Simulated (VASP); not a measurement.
# KI (Fm-3m) in VASP: further runs

Runs on KI. Level: PBE. Tasks: single point.

Program: VASP 6.6.1. These are calculated values, not measurements. Logs are shortened: lines on timing, memory, paths and dates and some standing lists are left out, and cuts for length are marked.

**1. Starting point**

The structure is cubic, space group Fm-3m (No. 225). Conventional cell: a = 7.066 Å, b = 7.066 Å, c = 7.066 Å, α = 90.00°, β = 90.00°, γ = 90.00°. I (site symmetry m-3m) is surrounded by 6 K at 3.53 Å. K (site symmetry m-3m) has 6 I at 3.53 Å as nearest neighbours.

**2. Single point, PBE**

File INCAR:

```
PREC = Accurate
ENCUT = 300
EDIFF = 1E-6
ISMEAR = 0
SIGMA = 0.05
LREAL = False
LASPH = True
NELM = 100
ALGO = Normal
ISIF = 2
LWAVE = False
LCHARG = False
GGA = PE
NBANDS = 15
ADDGRID = False
```

File KPOINTS:

```
regular mesh
0
Gamma
  3 3 3
```

File POSCAR:

```
KI
1.0
    0.0000000000      3.5327750000      3.5327750000
    3.5327750000      0.0000000000      3.5327750000
    3.5327750000      3.5327750000      0.0000000000
I K
1 1
Direct
    0.5000000000      0.5000000000      0.5000000000
    0.0000000000      0.0000000000      0.0000000000
```

Potentials or basis: VASP PAW PBE potentials, release 64 (I, K_sv).

On the command line:

```bash
> cat potpaw_PBE.64/I/POTCAR potpaw_PBE.64/K_sv/POTCAR > POTCAR
> mpirun -np 1 vasp_std > vasp.out
```

OUTCAR:

```text
PREC = Accurate
   ENCUT = 300
   EDIFF = 1E-6
   ISMEAR = 0
   LREAL = False
   LASPH = True
   NELM = 100
   ISIF = 2
   GGA = PE

 Found      4 irreducible k-points:

 Following reciprocal coordinates:
            Coordinates               Weight
  0.000000  0.000000  0.000000      1.000000
  0.333333  0.000000  0.000000      8.000000
  0.333333  0.333333  0.000000      6.000000
 -0.333333  0.333333  0.000000     12.000000
   k-points           NKPTS =      4   k-points in BZ     NKDIM =      4   number of bands    NBANDS=     15
   number of dos      NEDOS =    301   number of ions     NIONS =      2
   total plane-waves  NPLWV =  21952
   dimension x,y,z NGX =    28 NGY =   28 NGZ =   28
   dimension x,y,z NGXF=    56 NGYF=   56 NGZF=   56
   ions per type =               1   1
   NGX,Y,Z   is equivalent  to a cutoff of   9.32,  9.32,  9.32 a.u.
   NGXF,Y,Z  is equivalent  to a cutoff of  18.63, 18.63, 18.63 a.u.
 SYSTEM =  unknown system
   PREC   = accura    normal or accurate (medium, high low for compatibility)
   ISTART =      0    job   : 0-new  1-cont  2-samecut
   ICHARG =      2    charge: 1-file 2-atom 10-const
   ISPIN  =      1    spin polarized calculation?
   LNONCOLLINEAR =      F non collinear calculations
   LSORBIT =      F    spin-orbit coupling
   LASPH  =      T    aspherical Exc in radial PAW
   ENCUT  =  300.0 eV  22.05 Ry    4.70 a.u.   7.06  7.06  7.06*2*pi/ulx,y,z
   NELM   =    100;   NELMIN=  2; NELMDL= -5     # of ELM steps
   EDIFF  = 0.1E-05   stopping-criterion for ELM
   LREAL  =      F    real-space projection
   EDIFFG = 0.1E-04   stopping-criterion for IOM
   NSW    =      0    number of steps for IOM
   IBRION =     -1    ionic relax: 0-MD 1-quasi-New 2-CG
   NFREE  =      0    steps in history (QN), initial steepest desc. (CG)
   ISIF   =      2    stress and relaxation
   ISYM   =      2    0-nonsym 1-usesym 2-fastsym
   POTIM  = 0.5000    time-step for ionic-motion
   TEBEG  =    0.0;   TEEND  =   0.0 temperature during run
   PSTRESS=    0.0 pullay stress
   NELECT =      16.0000    total number of electrons
   NUPDOWN=      -1.0000    fix difference up-down
   EMIN   =  10.00;   EMAX   =-10.00  energy-range for DOS
   EFERMI =   0.00;   METHOD = LEGACY
   ISMEAR =     0;   SIGMA  =   0.05  broadening in eV -4-tet -1-fermi 0-gaus
   EFERMI_NEDOS =   21; number of points for ismear=-14 and -15
   IALGO  =     38    algorithm
   IMIX   =      4    mixing-type and parameters
     AMIX     =   0.40;   BMIX     =  1.00
     AMIX_MAG =   1.60;   BMIX_MAG =  1.00
  volume/ion in A,a.u.               =      44.09       297.54
  Fermi-wavevector in a.u.,A,eV,Ry     =   0.926806  1.751409 11.686988  0.858969
  Thomas-Fermi vector in A             =   2.052808
   LORBIT       =      0    0 simple, 1 ext, 2 COOP (PROOUT), +10 PAW based schemes
   GGA     = PE    functional components
   LHFCALC =     F    Hartree Fock is set to
   AEXX    =    0.0000 exact exchange contribution
   IVDW    =     0    specifies the selected vdW correction
   LEPSILON=     F    determine dielectric tensor
   LRPA    =     F    only Hartree local field effects (RPA)
 non-spin polarized calculation
 Gauss-broadening in eV      SIGMA  =   0.05
  energy-cutoff  :      300.00
  volume of cell :       88.18
 maximum number of plane-waves:      1044
   NGX = 15   NGY = 15   NGZ = 15

 number of electron      16.0000002 magnetization

 Free energy of the ion-electron system (eV)
  ---------------------------------------------------
  ext. energy  EPLUGINS =         0.00000000
  ---------------------------------------------------
  free energy    TOTEN  =        -5.54601402 eV

  energy without entropy =       -5.54601402  energy(sigma->0) =       -5.54601402

 E-fermi :  -0.1060     XC(G=0):  -7.1733

 val. band max:       -0.4062730840   @ k =   0.0000   0.0000   0.0000
 cond. band min:       3.5546226522   @ k =   0.0000   0.0000   0.0000
 fundamental gap:      3.9608957362
 Fermi energy:        -0.1059522841

 k-point     1 :       0.0000    0.0000    0.0000
  band No.  band energies     occupation
      1     -28.9228      2.00000
      2     -12.4080      2.00000
      3     -12.4080      2.00000
      4     -12.4080      2.00000
      5     -10.9054      2.00000
      6      -0.4063      2.00000
      7      -0.4063      2.00000
      8      -0.4063      2.00000
      9       3.5546      0.00000
     10       6.0843      0.00000
     11       6.0843      0.00000
     12       6.0843      0.00000
     13       6.7988      0.00000
     14       6.7988      0.00000
     15       9.3843      0.00000

 k-point     2 :       0.3333    0.0000    0.0000
  band No.  band energies     occupation
      1     -28.9213      2.00000
      2     -12.5207      2.00000
      3     -12.4097      2.00000
      4     -12.4097      2.00000
      5     -10.6954      2.00000
      6      -1.4626      2.00000
      7      -0.6645      2.00000
      8      -0.6645      2.00000
      9       4.9413      0.00000
     10       6.6131      0.00000
     11       7.0806      0.00000
     12       7.0806      0.00000
     13       7.9548      0.00000
     14       7.9548      0.00000
     15       9.2680      0.00000

 k-point     3 :       0.3333    0.3333    0.0000
  band No.  band energies     occupation
      1     -28.9208      2.00000
      2     -12.4672      2.00000
      3     -12.4215      2.00000
      4     -12.4215      2.00000
      5     -10.7528      2.00000
      6      -1.3504      2.00000
      7      -0.6971      2.00000
      8      -0.6971      2.00000
      9       4.7941      0.00000
     10       5.2890      0.00000
     11       7.4136      0.00000
     12       7.6318      0.00000
     13       8.3679      0.00000
     14       8.3679      0.00000
     15       9.5056      0.00000

 k-point     4 :      -0.3333    0.3333    0.0000
  band No.  band energies     occupation
      1     -28.9203      2.00000
      2     -12.4902      2.00000
      3     -12.4401      2.00000
      4     -12.4166      2.00000
      5     -10.6844      2.00000
      6      -1.3217      2.00000
      7      -1.1598      2.00000
      8      -0.7851      2.00000
      9       5.5742      0.00000
     10       6.5846      0.00000
     11       6.7731      0.00000
     12       7.8023      0.00000
     13       8.1328      0.00000
     14       8.3710      0.00000
     15       9.6992      0.00000

------------------------ aborting loop because EDIFF is reached ----------------------------------------

  FORCE on cell =-STRESS in cart. coord.  units (eV):
  Direction    XX          YY          ZZ          XY          YZ          ZX
  --------------------------------------------------------------------------------------
  -------------------------------------------------------------------------------------
  Total        0.3098565      0.3098565      0.3098565      0.0000000     -0.0000000      0.0000000
  in kB        5.6298035      5.6298035      5.6298035      0.0000000     -0.0000000      0.0000000
  external PRESSURE =       5.6298035 kB  Pullay stress =       0.0000000 kB

 VOLUME and BASIS-vectors are now :
 -----------------------------------------------------------------------------
  energy-cutoff  :      300.00
  volume of cell :       88.18
      direct lattice vectors                 reciprocal lattice vectors
     0.000000000  3.532775000  3.532775000    -0.141531799  0.141531799  0.141531799
     3.532775000  0.000000000  3.532775000     0.141531799 -0.141531799  0.141531799
     3.532775000  3.532775000  0.000000000     0.141531799  0.141531799 -0.141531799

 POSITION                                       TOTAL-FORCE (eV/Angst)
 -----------------------------------------------------------------------------------
      3.53277      3.53277      3.53277         0.000000      0.000000     -0.000000
      0.00000      0.00000      0.00000        -0.000000     -0.000000      0.000000
 -----------------------------------------------------------------------------------
    total drift:                                0.000000      0.000000      0.000000

  FREE ENERGIE OF THE ION-ELECTRON SYSTEM (eV)
  ---------------------------------------------------
  free  energy   TOTEN  =        -5.5460140235 eV

  energy  without entropy=       -5.5460140235  energy(sigma->0) =       -5.54601402
```

Run time: 5.7 s. Hardware: 1 thread of Intel Xeon Platinum 8259CL at 2.50GHz (Skylake/Cascade Lake), shared host; peak memory 0.14 GiB.

These settings aren't checked as converged: the numbers below hold their error.

Results:

```yaml
Free_energy: -5.5460 eV
Pressure: 0.6 GPa
Band_gap_on_the_k_mesh: 3.96 eV, direct
```

Caveat: the k mesh is coarse (spacing up to 0.51 Å⁻¹), so the values aren't converged; the cutoff is under 1.25 times the usual one of these potentials, so pressure, stress and relaxed cells hold a basis-set (Pulay) error; spin-orbit coupling is left out, which moves the levels of the heavy elements.

**3. Single point, PBE**

INCAR, as its differences from that of step 2:

```diff
@@ -1,3 +1,3 @@
 PREC = Accurate
-ENCUT = 300
+ENCUT = 350
 EDIFF = 1E-6
```

KPOINTS is that of step 2.

POSCAR is that of step 2.

Potentials or basis: VASP PAW PBE potentials, release 64 (I, K_sv).

On the command line:

```bash
> cat potpaw_PBE.64/I/POTCAR potpaw_PBE.64/K_sv/POTCAR > POTCAR
> mpirun -np 1 vasp_std > vasp.out
```

OUTCAR:

```text
PREC = Accurate
   ENCUT = 350
   EDIFF = 1E-6
   ISMEAR = 0
   LREAL = False
   LASPH = True
   NELM = 100
   ISIF = 2
   GGA = PE

 Found      4 irreducible k-points:

 Following reciprocal coordinates:
            Coordinates               Weight
  0.000000  0.000000  0.000000      1.000000
  0.333333  0.000000  0.000000      8.000000
  0.333333  0.333333  0.000000      6.000000
 -0.333333  0.333333  0.000000     12.000000
   k-points           NKPTS =      4   k-points in BZ     NKDIM =      4   number of bands    NBANDS=     15
   number of dos      NEDOS =    301   number of ions     NIONS =      2
   total plane-waves  NPLWV =  27000
   dimension x,y,z NGX =    30 NGY =   30 NGZ =   30
   dimension x,y,z NGXF=    60 NGYF=   60 NGZF=   60
   ions per type =               1   1
   NGX,Y,Z   is equivalent  to a cutoff of   9.98,  9.98,  9.98 a.u.
   NGXF,Y,Z  is equivalent  to a cutoff of  19.97, 19.97, 19.97 a.u.
 SYSTEM =  unknown system
   PREC   = accura    normal or accurate (medium, high low for compatibility)
   ISTART =      0    job   : 0-new  1-cont  2-samecut
   ICHARG =      2    charge: 1-file 2-atom 10-const
   ISPIN  =      1    spin polarized calculation?
   LNONCOLLINEAR =      F non collinear calculations
   LSORBIT =      F    spin-orbit coupling
   LASPH  =      T    aspherical Exc in radial PAW
   ENCUT  =  350.0 eV  25.72 Ry    5.07 a.u.   7.62  7.62  7.62*2*pi/ulx,y,z
   NELM   =    100;   NELMIN=  2; NELMDL= -5     # of ELM steps
   EDIFF  = 0.1E-05   stopping-criterion for ELM
   LREAL  =      F    real-space projection
   EDIFFG = 0.1E-04   stopping-criterion for IOM
   NSW    =      0    number of steps for IOM
   IBRION =     -1    ionic relax: 0-MD 1-quasi-New 2-CG
   NFREE  =      0    steps in history (QN), initial steepest desc. (CG)
   ISIF   =      2    stress and relaxation
   ISYM   =      2    0-nonsym 1-usesym 2-fastsym
   POTIM  = 0.5000    time-step for ionic-motion
   TEBEG  =    0.0;   TEEND  =   0.0 temperature during run
   PSTRESS=    0.0 pullay stress
   NELECT =      16.0000    total number of electrons
   NUPDOWN=      -1.0000    fix difference up-down
   EMIN   =  10.00;   EMAX   =-10.00  energy-range for DOS
   EFERMI =   0.00;   METHOD = LEGACY
   ISMEAR =     0;   SIGMA  =   0.05  broadening in eV -4-tet -1-fermi 0-gaus
   EFERMI_NEDOS =   21; number of points for ismear=-14 and -15
   IALGO  =     38    algorithm
[... 17 lines left out ...]
 maximum number of plane-waves:      1363
 NGX is ok and might be reduce to    30
   NGX = 15   NGY = 15   NGZ = 15

 number of electron      16.0000001 magnetization

 Free energy of the ion-electron system (eV)
  ---------------------------------------------------
  ext. energy  EPLUGINS =         0.00000000
  ---------------------------------------------------
  free energy    TOTEN  =        -5.54661785 eV

  energy without entropy =       -5.54661785  energy(sigma->0) =       -5.54661785

 E-fermi :  -0.1047     XC(G=0):  -7.1731

 val. band max:       -0.4065498339   @ k =   0.0000   0.0000   0.0000
 cond. band min:       3.5541949962   @ k =   0.0000   0.0000   0.0000
 fundamental gap:      3.9607448300
 Fermi energy:        -0.1046926931

 k-point     1 :       0.0000    0.0000    0.0000
  band No.  band energies     occupation
      1     -28.9213      2.00000
      2     -12.4084      2.00000
      3     -12.4084      2.00000
      4     -12.4084      2.00000
      5     -10.9059      2.00000
      6      -0.4065      2.00000
      7      -0.4065      2.00000
      8      -0.4065      2.00000
      9       3.5542      0.00000
     10       6.0848      0.00000
     11       6.0848      0.00000
     12       6.0848      0.00000
     13       6.7999      0.00000
     14       6.7999      0.00000
[... 41 lines left out ...]
      2     -12.4903      2.00000
      3     -12.4404      2.00000
      4     -12.4170      2.00000
      5     -10.6850      2.00000
      6      -1.3219      2.00000
      7      -1.1601      2.00000
      8      -0.7853      2.00000
      9       5.5737      0.00000
     10       6.5854      0.00000
     11       6.7724      0.00000
     12       7.8030      0.00000
     13       8.1338      0.00000
     14       8.3715      0.00000
     15       9.7004      0.00000

------------------------ aborting loop because EDIFF is reached ----------------------------------------

  FORCE on cell =-STRESS in cart. coord.  units (eV):
  Direction    XX          YY          ZZ          XY          YZ          ZX
  --------------------------------------------------------------------------------------
  -------------------------------------------------------------------------------------
  Total        0.3463328      0.3463328      0.3463328     -0.0000000     -0.0000000      0.0000000
  in kB        6.2925436      6.2925436      6.2925436     -0.0000000     -0.0000000      0.0000000
  external PRESSURE =       6.2925436 kB  Pullay stress =       0.0000000 kB

 VOLUME and BASIS-vectors are now :
 -----------------------------------------------------------------------------
  energy-cutoff  :      350.00
  volume of cell :       88.18
      direct lattice vectors                 reciprocal lattice vectors
     0.000000000  3.532775000  3.532775000    -0.141531799  0.141531799  0.141531799
     3.532775000  0.000000000  3.532775000     0.141531799 -0.141531799  0.141531799
     3.532775000  3.532775000  0.000000000     0.141531799  0.141531799 -0.141531799

 POSITION                                       TOTAL-FORCE (eV/Angst)
 -----------------------------------------------------------------------------------
      3.53277      3.53277      3.53277         0.000000      0.000000     -0.000000
      0.00000      0.00000      0.00000         0.000000      0.000000      0.000000
 -----------------------------------------------------------------------------------
    total drift:                               -0.000000      0.000000      0.000000

  FREE ENERGIE OF THE ION-ELECTRON SYSTEM (eV)
  ---------------------------------------------------
  free  energy   TOTEN  =        -5.5466178522 eV

  energy  without entropy=       -5.5466178522  energy(sigma->0) =       -5.54661785
```

OSZICAR:

```text
N       E                     dE             d eps       ncg     rms          rms(c)
DAV:   1     0.696203638070E+02    0.69620E+02   -0.53549E+03   120   0.672E+02
DAV:   2    -0.121975570916E+01   -0.70840E+02   -0.67023E+02   162   0.178E+02
DAV:   3    -0.548319147598E+01   -0.42634E+01   -0.42513E+01   156   0.394E+01
DAV:   4    -0.562673599567E+01   -0.14354E+00   -0.14351E+00   186   0.706E+00
DAV:   5    -0.562956826345E+01   -0.28323E-02   -0.28322E-02   163   0.856E-01    0.309E+00
DAV:   6    -0.554464569771E+01    0.84923E-01   -0.94406E-02   155   0.177E+00    0.220E+00
DAV:   7    -0.554073827928E+01    0.39074E-02   -0.11549E-01   162   0.168E+00    0.795E-01
DAV:   8    -0.554602670047E+01   -0.52884E-02   -0.12396E-02   120   0.681E-01    0.144E-01
DAV:   9    -0.554646108701E+01   -0.43439E-03   -0.88692E-04   148   0.166E-01    0.742E-02
DAV:  10    -0.554656273445E+01   -0.10165E-03   -0.10874E-04   143   0.547E-02    0.222E-02
DAV:  11    -0.554661576558E+01   -0.53031E-04   -0.70930E-05   120   0.473E-02    0.208E-02
DAV:  12    -0.554661798694E+01   -0.22214E-05   -0.26209E-06   161   0.121E-02    0.102E-02
DAV:  13    -0.554661785216E+01    0.13479E-06   -0.74998E-07   112   0.427E-03
   1 F= -.55466179E+01 E0= -.55466179E+01  d E =-.464923E-18
```

Run time: 6.5 s. Hardware: 1 thread of Intel Xeon Platinum 8259CL at 2.50GHz (Skylake/Cascade Lake), shared host; peak memory 0.15 GiB.

The run converged, but some of its settings lie outside the range that counts as converged, so its numbers aren't taken as properties of the crystal.

What came out:

```yaml
Free_energy: -5.5466 eV
Pressure: 0.6 GPa
Band_gap_on_the_k_mesh: 3.96 eV, direct
```

Caveat: the k mesh is coarse (spacing up to 0.51 Å⁻¹), so the values aren't converged; spin-orbit coupling is left out, which moves the levels of the heavy elements.

**4. Single point, PBE**

INCAR, as its differences from that of step 3:

```diff
@@ -1,3 +1,3 @@
 PREC = Accurate
-ENCUT = 350
+ENCUT = 250
 EDIFF = 1E-6
```

File KPOINTS:

```
regular mesh
0
Gamma
  4 4 4
```

POSCAR is that of step 3.

On the command line:

```bash
> cat potpaw_PBE.64/I/POTCAR potpaw_PBE.64/K_sv/POTCAR > POTCAR
> mpirun -np 1 vasp_std > vasp.out
```

It took 7.3 s on 1 thread of Intel Xeon Platinum 8259CL at 2.50GHz (Skylake/Cascade Lake), shared host; peak memory 0.15 GiB.

The run converged, but a check on its numbers failed (symmetry, net force, bounds or a known fault of this set-up), so they aren't taken as properties of the crystal.

Caveat: the cutoff lies under the usual one of these potentials, so the numbers hold a large basis-set error; spin-orbit coupling is left out, which moves the levels of the heavy elements.

**5. Single point, PBE**

INCAR, as its differences from that of step 4:

```diff
@@ -1,3 +1,3 @@
 PREC = Accurate
-ENCUT = 250
+ENCUT = 450
 EDIFF = 1E-6
```

File KPOINTS:

```
regular mesh
0
Gamma
  3 3 3
```

POSCAR is that of step 4.

On the command line:

```bash
> cat potpaw_PBE.64/I/POTCAR potpaw_PBE.64/K_sv/POTCAR > POTCAR
> mpirun -np 1 vasp_std > vasp.out
```

Wall time 7.7 s (1 thread of Intel Xeon Platinum 8259CL at 2.50GHz (Skylake/Cascade Lake), shared host); peak memory 0.19 GiB.

The run converged, but some of its settings lie outside the range that counts as converged, so its numbers aren't taken as properties of the crystal.

What came out:

| Item | Value |
| --- | --- |
| Free energy | -5.5466 eV |
| Pressure | 0.7 GPa |
| Band gap on the k mesh | 3.96 eV, direct |

Caveat: the k mesh is coarse (spacing up to 0.51 Å⁻¹), so the values aren't converged; spin-orbit coupling is left out, which moves the levels of the heavy elements.

[end of part 1 of 2]
